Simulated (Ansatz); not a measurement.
# ZrC: relaxation of cell and atoms with HF

Crystal: ZrC.

```xyz
2
Lattice="0.0000 2.3650 2.3650 2.3650 0.0000 2.3650 2.3650 2.3650 0.0000" Properties=species:S:1:pos:R:3 pbc="T T T"
Zr    2.3650    2.3650    2.3650
C     0.0000    0.0000    0.0000
```

- Program: Ansatz 0.2.0
- Task: relaxation of cell and atoms
- Functional: HF
- Potentials or basis: Ansatz PAW
- Cutoff: 420 eV (not typed: the program's choice for these potentials)
- k mesh: 5 × 5 × 5
- Occupations: fermi-dirac, width 0.05 eV
- Spin: no spin polarisation

The relaxed volume is 13.72 Å³/atom, the relaxed cell is a = 3.386 Å, b = 3.386 Å, c = 3.386 Å, α = 60.00°, β = 60.00°, γ = 60.00° and the space group after relaxing (to 0.05 Å) is Fm-3m (No. 225). The energy gained by relaxing is 14.1 meV/atom, the ionic steps are 4 and the pressure after relaxing is 0.0 GPa. The band gap on the k mesh is none (metal or under the smearing width).

The path:
| step | energy change (eV) | largest force (eV/Å) | volume (Å³) |
| --- | --- | --- | --- |
| 1 | 0.0000 | 0.0000 | 26.46 |
| 2 | -0.0268 | 0.0000 | 27.51 |
| 3 | -0.0270 | 0.0000 | 27.45 |
| 4 | -0.0281 | 0.0000 | 27.45 |

Final structure:
```
CELL_PARAMETERS angstrom
0.00000 2.39425 2.39425
2.39425 0.00000 2.39425
2.39425 2.39425 0.00000
ATOMIC_POSITIONS crystal
Zr 0.50000 0.50000 0.50000
C 0.00000 0.00000 0.00000
```

Levels at points of the mesh, in eV from the Fermi level:
| k point | band 5 | band 6 | band 7 | band 8 | band 9 | band 10 |
| --- | --- | --- | --- | --- | --- | --- |
| (0.00, 0.00, 0.00) | -19.61 | 1.09 | 1.09 | 1.09 | 4.91 | 4.91 |

It took 95 s on 2 threads of Intel(R) Xeon(R) Platinum 8259CL CPU @ 2.50GHz (Skylake/Cascade Lake), on a shared host, peak memory 0.74 GiB.

Caveat: the k mesh is coarse (spacing up to 0.46 Å⁻¹), so the values aren't converged, least of all with exact exchange; the plane-wave basis is chosen anew once the cell has moved, so the energies of steps on either side of that aren't comparable; the PAW data sets come from PBE, with cores solved anew for the run's functional, which leaves a small shift of forces and pressure. Zero-point motion and thermal expansion aren't in these numbers.
